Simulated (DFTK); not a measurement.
Here is a DFTK 0.8.2 calculation.

File run.jl:

```julia
using DFTK
using PseudoPotentialData
using Unitful, UnitfulAtomic
using LinearAlgebra, Printf
include("save.jl")
disable_threading()

# lattice vectors are the columns
lattice = austrip(1u"Å") * [           0.0        1.78337        1.78337;
                  1.78337            0.0        1.78337;
                  1.78337        1.78337            0.0]
symbols   = [:C, :C]
positions = [[0.75, 0.75, 0.75],
             [0.5, 0.5, 0.5]]
pseudopotentials = PseudoFamily("dojo.nc.sr.pbesol.v0_4_1.standard.upf")
elements = Dict(s => ElementPsp(s, pseudopotentials) for s in unique(symbols))
atoms    = [elements[s] for s in symbols]

build_model(lattice, positions; symmetries=true) =
    model_DFT(lattice, atoms, positions;
              functionals=PBEsol(),
              temperature=austrip(0.05u"eV"),
              smearing=Smearing.FermiDirac(),
              symmetries)
Ecut  = 41.0  # hartree
kgrid = [13, 13, 13]
tol   = 1e-6
to_GPa = ustrip(uconvert(u"GPa", 1u"hartree/bohr^3"))

results["points"] = []
for scale in [0.94, 0.96, 0.98, 1.0, 1.02, 1.04, 1.06]
    println("\n=== scale = ", scale)
    model = build_model(cbrt(scale) * lattice, positions)
    basis = PlaneWaveBasis(model; Ecut, kgrid)
    t0 = time()
    scfres = self_consistent_field(basis;
                                   tol,
                                   nbandsalg=AdaptiveBands(model; n_bands_converge=9))
    seconds = time() - t0
    @printf "SCF: %d iterations, %.1f s\n" scfres.n_iter seconds
    forces = compute_forces_cart(scfres)
    stress = compute_stresses_cart(scfres)
    @printf "V = %.5f Å^3  F = %.8f Ha  max force = %.5f eV/Å  p = %.4f GPa\n" ustrip(auconvert(u"Å^3", model.unit_cell_volume)) scfres.energies.total ustrip(auconvert(u"eV/Å", maximum(norm, forces))) (-tr(stress) / 3 * to_GPa)
    push!(results["points"], save_scf!(scfres; forces, stress, d=Dict{String,Any}("seconds" => seconds, "n_matvec" => get(scfres, :n_matvec, 0))))
end

# third-order Birch-Murnaghan fit in x = V^(-2/3)
V = [0.94, 0.96, 0.98, 1.0, 1.02, 1.04, 1.06] * abs(det(lattice))
E = [p["total"] for p in results["points"]]
x = V .^ (-2 / 3)
c = [x .^ 0 x x .^ 2 x .^ 3] \ E
Δ = c[3]^2 - 3c[2] * c[4]
if Δ > 0
    x0 = (-c[3] + sqrt(Δ)) / 3c[4]
    B0 = 4 / 9 * x0^(7 / 2) * (2c[3] + 6c[4] * x0)
    @printf "V0 = %.4f Å^3  B0 = %.2f GPa\n" ustrip(auconvert(u"Å^3", x0^(-3 / 2))) B0 * to_GPa
end
```

Potentials or basis: dojo.nc.sr.pbesol.v0_4_1.standard.upf (PBEsol).

Launch:

```bash
$ julia --threads=1 run.jl  # save.jl only writes the numbers to a file and isn't shown; printed stress counts tension as positive; times include loading and compiling
```

(1) Estimate the pressure derivative of the bulk modulus.

(2) Predict the equilibrium volume.

(3) Predict the bulk modulus.

Answers

(1) 3.7.

(2) 5.63 Å³/atom.

(3) 449 GPa.

**Measured values to compare with.**

From “Equation of state of cubic boron nitride at high pressures and temperatures”, 2007, arxiv:cond-mat/0702656, for a bulk crystal of C: bulk modulus 442 ± 5 GPa.

A measured bulk modulus of C is 442 GPa (quoted in “Equation of state of cubic boron nitride at high pressures and temperatures”, 2007, arxiv:cond-mat/0702656); the calculated 449 GPa misses it by +1.6 %. 3 values of this kind are on record (442 to 444.8 GPa); this one was drawn at random among those near their median, those with a stated uncertainty first. The fit is for a static lattice scaled at fixed shape and fixed fractional positions. The cell as given is a measured one (5.67 Å³/atom); PBEsol puts the equilibrium volume -0.7 % from it, thermal expansion not counted.
